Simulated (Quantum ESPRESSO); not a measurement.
# Hf in Quantum ESPRESSO: convergence with smearing width

Input of the first run (smearing width 0.5 eV); the others differ in this setting and in those tied to it:

pw.in

```
&CONTROL
  calculation = 'scf'
  prefix = 'pwscf'
  outdir = './tmp'
  pseudo_dir = './pseudo'
  tprnfor = .true.
  tstress = .true.
  disk_io = 'nowf'
/
&SYSTEM
  ibrav = 0
  nat = 2
  ntyp = 1
  ecutwfc = 132
  nbnd = 36
  occupations = 'smearing'
  smearing = 'fd'
  degauss = 0.03674932
/
&ELECTRONS
  conv_thr = 4d-10
  electron_maxstep = 120
  mixing_beta = 0.5
/
ATOMIC_SPECIES
Hf   178.4900 Hf.upf
CELL_PARAMETERS angstrom
   3.1967000000    0.0000000000    0.0000000000
  -1.5983500000    2.7684234083    0.0000000000
   0.0000000000    0.0000000000    5.0578000000
ATOMIC_POSITIONS crystal
Hf     0.6666666667    0.3333333333    0.7500000000
Hf     0.3333333333    0.6666666667    0.2500000000
K_POINTS automatic
8 8 4 0 0 0
```

Potentials or basis: PseudoDojo 0.4 SR PBE stringent.

Launch:

```sh
$ OMP_NUM_THREADS=1 pw.x -in pw.in > pw.out
```

Hardware: 1 thread of Arm Neoverse V2, with other jobs on the host.

**Question.** The values tried are 0.5 eV, 0.3 eV, 0.2 eV, 0.136 eV, 0.1 eV, 0.05 eV, 0.025 eV, 0.01 eV, loosest first. From which on does the energy stay within 1 meV/atom of the tightest run that finished?

**Answer.** From 0.05 eV on.

| smearing width | energy less the tightest run, at zero smearing (meV/atom) | pressure (GPa) | SCF cycles | CPU time (s) | peak memory (GiB) |
| --- | --- | --- | --- | --- | --- |
| 0.5 eV | 34.04 | 4.13 | 10 | 120 | 0.26 |
| 0.3 eV | 22.71 | 1.93 | 8 | 100 | 0.28 |
| 0.2 eV | 10.10 | 1.17 | 8 | 99 | 0.28 |
| 0.136 eV | 3.88 | 0.85 | 9 | 110 | 0.27 |
| 0.1 eV | 1.57 | 0.73 | 9 | 110 | 0.27 |
| 0.05 eV | -0.25 | 0.66 | 9 | 110 | 0.27 |
| 0.025 eV | -0.17 | 0.70 | 9 | 110 | 0.26 |
| 0.01 eV | 0.00 | 0.77 | 8 | 99 | 0.26 |

Against the tightest run, the pressure stays within 0.1 GPa from 0.025 eV on. Narrower smearing needs a denser k mesh, so at a fixed mesh the narrowest width isn't the most accurate. The tightest run that finished is the yardstick and may itself not be fully converged.

The run has no spin-orbit coupling, so splittings on Hf are missing.
